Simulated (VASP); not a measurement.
# ZnSe (F-43m) in VASP: further runs, part 2 of 2

VASP 6.6.1. The steps go on from the part before.

## Step 3: Relaxation of cell and atoms, PBE

This run uses another cell than the first one, of 23.68 Å³/atom, 1.040 times its volume.

Input file INCAR:

```
ALGO     = Fast           # electronic algorithm
EDIFF    = 1E-7           # SCF threshold, eV
EDIFFG   = -0.002         # ionic threshold
ENCUT    = 520            # plane-wave cutoff, eV
GGA      = PE             # functional
IBRION   = 2              # ionic algorithm
ISIF     = 3              # what is computed and relaxed
ISMEAR   = 0              # smearing method
LASPH    = T              # aspherical terms in the spheres
LCHARG   = F              # write CHGCAR
LREAL    = F              # projectors in reciprocal space
LWAVE    = F              # write WAVECAR
NELM     = 60             # most SCF steps
NSW      = 80             # ionic steps
PREC     = Accurate       # precision mode
SIGMA    = 1.0            # smearing width, eV
```

Input file KPOINTS:

```
k-points
0
Gamma
  10 10 10
```

Input file POSCAR:

```
ZnSe                                    
1.0
   -0.0000000000      2.8714742901      2.8714742901
    2.8714742901      0.0000000000      2.8714742901
    2.8714742901      2.8714742901      0.0000000000
  Zn              Se            
     1     1
Direct
     0.0000000000000000    0.0000000000000000    0.0000000000000000
     0.2500000000000000    0.2500000000000000    0.2500000000000000
```

Potentials or basis: VASP PAW PBE potentials, release 64 (Zn, Se).

The run is started by

```bash
$ cat potpaw_PBE.64/Zn/POTCAR potpaw_PBE.64/Se/POTCAR > POTCAR
$ mpirun -np 1 vasp_std > vasp.out
```

OUTCAR:

```text
EDIFF = 1E-7
   EDIFFG = -0.002
   ENCUT = 520
   GGA = PE
   IBRION = 2
   ISIF = 3
   ISMEAR = 0
   LASPH = T
   LREAL = F
   NELM = 60
   NSW = 80
   PREC = Accurate

 ion  position               nearest neighbor table
   1  0.000  0.000  0.000-   2 2.49   2 2.49   2 2.49   2 2.49
   2  0.250  0.250  0.250-   1 2.49   1 2.49   1 2.49   1 2.49

  LATTYP: Found a face centered cubic cell.
 ALAT       =     5.7429485802

  Lattice vectors:

 A1 = (   0.0000000000,   2.8714742901,   2.8714742901)
 A2 = (   2.8714742901,   0.0000000000,   2.8714742901)
 A3 = (   2.8714742901,   2.8714742901,   0.0000000000)

Analysis of symmetry for initial positions (statically):
=====================================================================
 Subroutine PRICEL returns:
 Original cell was already a primitive cell.

 Routine SETGRP: Setting up the symmetry group for a
 face centered cubic supercell.

 Subroutine GETGRP returns: Found 24 space group operations
 (whereof 24 operations were pure point group operations)
 out of a pool of 48 trial point group operations.

The static configuration has the point symmetry T_d .

Analysis of symmetry for dynamics (positions and initial velocities):
=====================================================================
 Subroutine PRICEL returns:
 Original cell was already a primitive cell.

 Routine SETGRP: Setting up the symmetry group for a
 face centered cubic supercell.

 Subroutine GETGRP returns: Found 24 space group operations
 (whereof 24 operations were pure point group operations)
 out of a pool of 48 trial point group operations.

The dynamic configuration has the point symmetry T_d .

 Subroutine INISYM returns: Found 24 space group operations
 (whereof 24 operations are pure point group operations),
 and found     1 'primitive' translations

----------------------------------------------------------------------------------------

                                     Primitive cell

  volume of cell :      47.3527

  direct lattice vectors                    reciprocal lattice vectors
     0.000000000  2.871474290  2.871474290    -0.174126581  0.174126581  0.174126581
     2.871474290  0.000000000  2.871474290     0.174126581 -0.174126581  0.174126581
     2.871474290  2.871474290  0.000000000     0.174126581  0.174126581 -0.174126581

  length of vectors
     4.060877885  4.060877885  4.060877885     0.301596085  0.301596085  0.301596085

  position of ions in fractional coordinates (direct lattice)
     0.000000000  0.000000000  0.000000000
     0.250000000  0.250000000  0.250000000

  ion indices of the primitive-cell ions
   primitive index   ion index
                 1           1
                 2           2

----------------------------------------------------------------------------------------

 KPOINTS: k-points

Automatic generation of k-mesh.
 Grid dimensions read from file:
 generate k-points for:   10   10   10

 Generating k-lattice:

  Cartesian coordinates                     Fractional coordinates (reciprocal lattice)
    -0.017412658  0.017412658  0.017412658     0.100000000  0.000000000  0.000000000
     0.017412658 -0.017412658  0.017412658     0.000000000  0.100000000  0.000000000
     0.017412658  0.017412658 -0.017412658     0.000000000  0.000000000  0.100000000

  Length of vectors
     0.030159608  0.030159608  0.030159608
[... 52 lines left out ...]
   ENCUT  =  520.0 eV  38.22 Ry    6.18 a.u.   7.55  7.55  7.55*2*pi/ulx,y,z
   NELM   =     60;   NELMIN=  2; NELMDL= -5     # of ELM steps
   EDIFF  = 0.1E-06   stopping-criterion for ELM
   LREAL  =      F    real-space projection
   EDIFFG = -.2E-02   stopping-criterion for IOM
   NSW    =     80    number of steps for IOM
   IBRION =      2    ionic relax: 0-MD 1-quasi-New 2-CG
   NFREE  =      1    steps in history (QN), initial steepest desc. (CG)
   ISIF   =      3    stress and relaxation
   ISYM   =      2    0-nonsym 1-usesym 2-fastsym
   POTIM  = 0.5000    time-step for ionic-motion
   TEBEG  =    0.0;   TEEND  =   0.0 temperature during run
   PSTRESS=    0.0 pullay stress
   NELECT =      18.0000    total number of electrons
   NUPDOWN=      -1.0000    fix difference up-down
   EMIN   =  10.00;   EMAX   =-10.00  energy-range for DOS
   EFERMI =   0.00;   METHOD = LEGACY
   ISMEAR =     0;   SIGMA  =   1.00  broadening in eV -4-tet -1-fermi 0-gaus
   EFERMI_NEDOS =   21; number of points for ismear=-14 and -15
   IALGO  =     68    algorithm
   IMIX   =      4    mixing-type and parameters
     AMIX     =   0.40;   BMIX     =  1.00
     AMIX_MAG =   1.60;   BMIX_MAG =  1.00
  volume/ion in A,a.u.               =      23.68       159.78
  Fermi-wavevector in a.u.,A,eV,Ry     =   1.185907  2.241040 19.134908  1.406376
  Thomas-Fermi vector in A             =   2.322091
   LORBIT       =      0    0 simple, 1 ext, 2 COOP (PROOUT), +10 PAW based schemes
   GGA     = PE    functional components
   LHFCALC =     F    Hartree Fock is set to
   AEXX    =    0.0000 exact exchange contribution
   IVDW    =     0    specifies the selected vdW correction
   LEPSILON=     F    determine dielectric tensor
   LRPA    =     F    only Hartree local field effects (RPA)
 conjugate gradient relaxation of ions
 non-spin polarized calculation
 RMM-DIIS sequential band-by-band and
 Gauss-broadening in eV      SIGMA  =   1.00
  energy-cutoff  :      520.00
  volume of cell :       47.35
 maximum number of plane-waves:      1298
   NGX = 15   NGY = 15   NGZ = 15

--------------------------------------- Ionic step        1  -------------------------------------------

 number of electron      18.0000015 magnetization

 Free energy of the ion-electron system (eV)
  ---------------------------------------------------
  ext. energy  EPLUGINS =         0.00000000
  ---------------------------------------------------
  free energy    TOTEN  =        -6.03774835 eV

  energy without entropy =       -6.01209997  energy(sigma->0) =       -6.02492416

------------------------ aborting loop because EDIFF is reached ----------------------------------------

  FORCE on cell =-STRESS in cart. coord.  units (eV):
  Direction    XX          YY          ZZ          XY          YZ          ZX
  --------------------------------------------------------------------------------------
  -------------------------------------------------------------------------------------
  Total        0.0119508      0.0119508      0.0119508      0.0000000      0.0000000      0.0000000
  in kB        0.4043565      0.4043565      0.4043565      0.0000000      0.0000000      0.0000000
  external PRESSURE =       0.4043565 kB  Pullay stress =       0.0000000 kB
[... 59 lines left out ...]
--------------------------------------- Ionic step        3  -------------------------------------------

 number of electron      18.0000015 magnetization

 Free energy of the ion-electron system (eV)
  ---------------------------------------------------
  ext. energy  EPLUGINS =         0.00000000
  ---------------------------------------------------
  free energy    TOTEN  =        -6.03774840 eV

  energy without entropy =       -6.01207007  energy(sigma->0) =       -6.02490924

 E-fermi :   2.4464     XC(G=0):  -9.1430

 val. band max:        2.4091999797   @ k =   0.0000   0.0000   0.0000
 cond. band min:       3.1866598507   @ k =   0.1000   0.0000   0.0000
 fundamental gap:      0.7774598710
 Fermi energy:         2.4463831808

 k-point     1 :       0.0000    0.0000    0.0000
  band No.  band energies     occupation
      1     -11.7367      2.00000
      2      -5.1302      2.00000
      3      -5.1302      2.00000
      4      -5.1302      2.00000
      5      -4.7953      2.00000
      6      -4.7953      2.00000
      7       1.2755      1.90226
      8       1.2755      1.90226
      9       1.2755      1.90226
     10       2.4092      1.04194
     11       7.0892      0.00000
     12       7.0892      0.00000
     13       7.0892      0.00000
[... 354 lines left out ...]
  band No.  band energies     occupation
      1     -10.9843      2.00000
      2      -5.0842      2.00000
      3      -4.9635      2.00000
      4      -4.9526      2.00000
      5      -4.7639      2.00000
      6      -4.7625      2.00000
      7      -2.6147      2.00000
      8      -0.5848      1.99998
      9      -0.3758      1.99993
     10       4.8747      0.00059
     11       5.3809      0.00003
     12       9.4060      0.00000
     13      10.3355      0.00000

 [... further k-points ...]

------------------------ aborting loop because EDIFF is reached ----------------------------------------

  FORCE on cell =-STRESS in cart. coord.  units (eV):
  Direction    XX          YY          ZZ          XY          YZ          ZX
  --------------------------------------------------------------------------------------
  -------------------------------------------------------------------------------------
  Total        0.0001980      0.0001980      0.0001980      0.0000000     -0.0000000     -0.0000000
  in kB        0.0066964      0.0066964      0.0066964      0.0000000     -0.0000000     -0.0000000
  external PRESSURE =       0.0066964 kB  Pullay stress =       0.0000000 kB
[... 17 lines left out ...]
  FREE ENERGIE OF THE ION-ELECTRON SYSTEM (eV)
  ---------------------------------------------------
  free  energy   TOTEN  =        -6.0377484028 eV

  energy  without entropy=       -6.0120700713  energy(sigma->0) =       -6.02490924

 reached required accuracy - stopping structural energy minimisation
```

Wall time 31 s (1 thread of Intel Xeon 6975P-C (Granite Rapids), shared host); peak memory 0.19 GiB.

What came out:

| Item | Value |
| --- | --- |
| Free energy | -6.0377 eV |
| Relaxed volume | 23.68 Å³/atom |
| Relaxed cell | a = 4.061 Å, b = 4.061 Å, c = 4.061 Å, α = 60.00°, β = 60.00°, γ = 60.00° |
| Space group after relaxing (to 0.05 Å) | F-43m (No. 216) |
| Energy gained by relaxing | 0.0 meV/atom |
| Ionic steps | 3 |
| Pressure after relaxing | 0.0 GPa |
| Band gap on the k mesh | 1.13 eV, direct |

Final structure:
```cif
data_structure
_symmetry_space_group_name_H-M 'P 1'
_symmetry_Int_Tables_number 1
_cell_length_a 4.0612
_cell_length_b 4.0612
_cell_length_c 4.0612
_cell_angle_alpha 60.000
_cell_angle_beta 60.000
_cell_angle_gamma 60.000
_cell_volume 47.36
loop_
_atom_site_label
_atom_site_type_symbol
_atom_site_fract_x
_atom_site_fract_y
_atom_site_fract_z
_atom_site_occupancy
Zn1 Zn 0.00000 0.00000 0.00000 1
Se1 Se 0.25000 0.25000 0.25000 1
```
